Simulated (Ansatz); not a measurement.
**AlCu3: a response run at many settings**

The task, for AlCu3: test how the response depends on the settings, sound and unsound.

Program: Ansatz 0.2.0. Level of theory: DFT PBEsol, scalar-relativistic, plane waves, PAW. These are calculated values, not measurements.

2 further runs of the same task are left out: 2 set aside as unsound or not needed.

### Step 1. The system as given

The structure is cubic, space group Pm-3m (No. 221). Conventional cell: a = 3.632 Å, b = 3.632 Å, c = 3.632 Å, α = 90.00°, β = 90.00°, γ = 90.00°. Around Al (site symmetry m-3m) lie 12 Cu at 2.57 Å. Around Cu (site symmetry 4/mmm) lie 4 Al at 2.57 Å and 8 Cu at 2.57 Å.

As a file:

```
Al Cu
1.0
     3.63242    0.00000    0.00000
     0.00000    3.63242    0.00000
     0.00000    0.00000    3.63242
Al Cu
1 3
Direct
  0.00000 0.00000 0.00000
  0.50000 0.50000 0.00000
  0.50000 0.00000 0.50000
  0.00000 0.50000 0.50000
```

It goes back to an entry of the Materials Project, which need not be the stable form.

It is the result of an earlier relaxation at this level (volume 11.98 Å³/atom; gap on the mesh: none (metal)).

### Step 2. The reference run

input.yaml

```yaml
crystal:
  lattice:
    - [3.6324203633, 0.0, 0.0]
    - [0.0, 3.6324203633, 0.0]
    - [0.0, 0.0, 3.6324203633]
  atoms:
    - { symbol: Al, position: [0.0, 0.0, 0.0] }
    - { symbol: Cu, position: [0.5, 0.5, 0.0] }
    - { symbol: Cu, position: [0.5, 0.0, 0.5] }
    - { symbol: Cu, position: [0.0, 0.5, 0.5] }
basis:
  ecutwfc: 420
kpoints:
  mp_grid: { grid: [12, 12, 12] }
hamiltonian:
  xc: pbesol
scf:
  occupations: { method: fermi_dirac, width: 0.15 }
output:
  forces: true
  stress: true
  eigenvalues: true
elastic:
  mode: relaxed_ion
  stencil: two_point
```

This input was run earlier.

### Step 3. Changed: collinear spin with fixed occupations

Edit input.yaml of step 2 so:

```diff
@@ -6,3 +6,3 @@
   atoms:
-    - { symbol: Al, position: [0.0, 0.0, 0.0] }
+    - { symbol: Al, position: [0.0, 0.0, 0.0], spin: 1.0 }
     - { symbol: Cu, position: [0.5, 0.5, 0.0] }
@@ -17,3 +17,4 @@
 scf:
-  occupations: { method: fermi_dirac, width: 0.15 }
+  occupations: { method: fixed }
+  max_iter: 100
 output:
@@ -22,2 +23,5 @@
   eigenvalues: true
+  populations: true
+magnetization:
+  spin_polarized: true
 elastic:
```

Command:

```sh
ansatz run input.yaml --threads 1 --pin off --max-ram 3072MiB --backend cpu --events-out ev --progress --plain --runs-dir out
```

Standard output:

```text
Error: inconsistent input (scf.occupations.method, magnetization): a σ = 0 step fill (method: fixed, or a smearing width below the step floor) with no hard lock on the total moment puts the same N_el/2 bands in each spin channel, which gives a total moment of zero, but the starting moments sum to +1.0000 μB; make the starting moments (crystal.atoms[].spin / magnetization.per_species / magnetization.initial_magnetization) sum to zero, or set magnetization.spin_locking.lock_magnetization: hard with an even integer magnetization.initial_magnetization, or use a smearing method with a finite width, such as fermi_dirac
```

Run time: 0.21 s. Hardware: 1 thread of Arm Neoverse N1, shared host; peak memory 0.075 GiB.

The input was turned down before any cycle.

### Step 4. The same with k mesh 5×5×5

input.yaml

```yaml
crystal:
  lattice:
    - [3.6324203633, 0.0, 0.0]
    - [0.0, 3.6324203633, 0.0]
    - [0.0, 0.0, 3.6324203633]
  atoms:
    - { symbol: Al, position: [0.0, 0.0, 0.0] }
    - { symbol: Cu, position: [0.5, 0.5, 0.0] }
    - { symbol: Cu, position: [0.5, 0.0, 0.5] }
    - { symbol: Cu, position: [0.0, 0.5, 0.5] }
basis:
  ecutwfc: 420
kpoints:
  mp_grid: { grid: [5, 5, 5] }
hamiltonian:
  xc: pbesol
scf:
  occupations: { method: fermi_dirac, width: 0.15 }
output:
  forces: true
  stress: true
  eigenvalues: true
elastic:
  mode: relaxed_ion
  stencil: two_point
```

Command:

```sh
ansatz run input.yaml --threads 1 --pin off --max-ram 3072MiB --backend cpu --events-out ev --progress --plain --runs-dir out
```

Standard output, shortened:

```text
Warning: RAYON_NUM_THREADS=1 ignored (pool sized by the plan → 1); use --threads N
band count auto-derived: 38 (N_el = 60.0; filled up to band 30; 36 by the electrons, moments and atoms)
[...]
Pseudopotentials: kind: paw
Pseudopotential: Al, paw, valence charge 3, recommended cutoff 420 eV (normal), Al.paw.azcp
Pseudopotential: Cu, paw, valence charge 19, recommended cutoff 420 eV (normal), Cu.paw.azcp
Functional definition: PBEsol
[...]
Crystal: 4 atoms, lattice volume = 47.928 Å³
Basis set: ecut = 420 eV, 925 PW (Γ), exchange–correlation on 50×50×50 points (8 copies of the dense FFT grid, shifted against one another)
Bands: 38, of which v1, the nominal top of the filled ones, is band 30 counted from 1 (29 counted from 0)
Symmetry: 48 space group operations
Space group: Pm-3m (ITA 221), of the structure as read, at distance tolerance 3.6e-5 Å
k-points: 10 of 125
[...]
  moduli (Voigt/Reuss/Hill, GPa): K = 152.67/152.67/152.67   G = 69.04/54.59/61.82   E = 163.40   ν = 0.322
  mechanically stable: yes (min eigenvalue of sym C = 67.60 GPa)
  strain η (Voigt 11):  stress-route row diagonal C_11 = 197.74 GPa, energy-path curvature d²(F+E_count+ΔE)/dδ²/Ω₀ = 196.86 GPa
         δ    σ_11 (GPa)             F (eV)   n_scf  n_hpsi   n_pw
    -2.000e-3      -0.4952      -20291.6460716       9   12207    948   relax 0 steps, max|allowed force component| 7.89e-29 eV/Å
     2.000e-3       0.2957      -20291.6461938       8   11514    948   relax 0 steps, max|allowed force component| 4.85e-28 eV/Å
  strain η (Voigt 23):  stress-route row diagonal C_44 = 92.53 GPa, energy-path curvature d²(F+E_count+ΔE)/dδ²/Ω₀ = 91.74 GPa
         δ    σ_23 (GPa)             F (eV)   n_scf  n_hpsi   n_pw
    -2.000e-3      -0.1851      -20291.6461923       8   16858    948   relax 0 steps, max|allowed force component| 7.89e-29 eV/Å
     2.000e-3       0.1851      -20291.6461923       8   18514    948   relax 0 steps, max|allowed force component| 1.89e-29 eV/Å
```

It took 21 s on 1 thread of Arm Neoverse N1, shared host; peak memory 0.34 GiB.

### Step 5. What each setting did

The elastic coefficients (GPa), the largest shift from the reference and the CPU time:

| setting | C11 | C12 | C44 | largest shift (GPa) | CPU time |
| --- | --- | --- | --- | --- | --- |
| reference settings | 181.0 | 137.6 | 98.5 | 0 | 3.5 min |
| collinear spin with fixed occupations | refused | – | – | – | 0.21 s |
| k mesh 5×5×5 | 197.7 | 130.1 | 92.5 | 16.8 | 21 s |

### Step 6. Results

| quantity | value |
| --- | --- |
| settings tried | 2 |
| without a result | 1 |
| largest shift | 16.8 GPa (k mesh 5×5×5) |

**Reading.** 1 run did not end normally (refused), so the aim is met only in part. Largest effect: k mesh 5×5×5 (16.8 GPa). No result came from: collinear spin with fixed occupations (refused). In a metal such response values depend on mesh and smearing, which were not converged here.
